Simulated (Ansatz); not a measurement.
Course of a relaxation: As

A trial structure of As was built thus: random cell by space group and Wyckoff sites (Cmmm, No. 65). Its size is a rough estimate.

```
As
1.0
     1.79376   -2.57176    0.00000
     1.79376    2.57176    0.00000
     0.00000    0.00000    2.64356
As
1
Direct
  0.00000 0.00000 0.00000
```

All numbers below come from DFT PBE, scalar-relativistic, plane waves, PAW (Ansatz 0.2.0). Cutoff 420 eV, Gaussian smearing, Γ-centred meshes. Cell and atoms relax first on a coarse mesh and then on a finer one. In between, the cell is made exact in the group found at 0.06 Å. In metals the finer mesh still leaves noise of several meV/atom or more. The steps can't lower the symmetry of their start. No spin polarisation.

Steps on the 6×6×6 mesh (1 atom, 8 steps). The free energy counts from the last step; the plane-wave basis is renewed at times, which shifts energy and pressure.

```csv
step,ΔF (meV/atom),V (Å³/atom),P (GPa)
1,360.3,24.39,-6.48
2,225.7,22.74,-5.21
3,144.0,21.40,-2.36
4,87.9,20.63,0.34
5,33.3,20.62,0.75
6,1.8,20.72,0.08
7,0.1,20.73,0.01
8,0.0,20.73,0.03
```

The relaxed structure, after a last relaxation on the converged mesh:

```
CELL_PARAMETERS angstrom
2.73064 0.00000 0.00000
0.00000 2.73064 0.00000
0.00000 0.00000 2.73064
ATOMIC_POSITIONS crystal
As 0.00000 0.00000 0.00000
```

The symmetry goes from Cmmm (No. 65) to Pm-3m (No. 221). The end has the simple cubic type. The volume per atom shrinks by 16.5 %, from 24.4 to 20.4 Å³. The shortest distance goes from 2.64 Å (As–As) to 2.73 Å (As–As). The energy falls by about 0.33 eV/atom (the start's value is from the coarse mesh). Around As lie 6 As at 2.73 Å.

| Item | Value |
| --- | --- |
| Volume per atom | 20.36 Å³ |
| Density | 6.11 g/cm³ |
| Energy over the standard state | +0.11 eV/atom |
| Gap on the 20×20×20 mesh of the 1-atom cell | 0 eV (a metal) |

Energies count from the standard state of As at the same level.

The last run used Gaussian smearing of 0.10 eV. The reference form of As is held partly by dispersion forces, which this level lacks. Symmetry constrained the relaxation, so the result can be a saddle point. In all, the 3 runs took 59 s on 1 thread of Intel(R) Xeon(R) Processor @ 2.50GHz (Skylake/Cascade Lake), with other jobs on the host. Another cell of As relaxed alike, in I2_13, lies 82 meV/atom lower, so this cell isn't the stable form at this level.
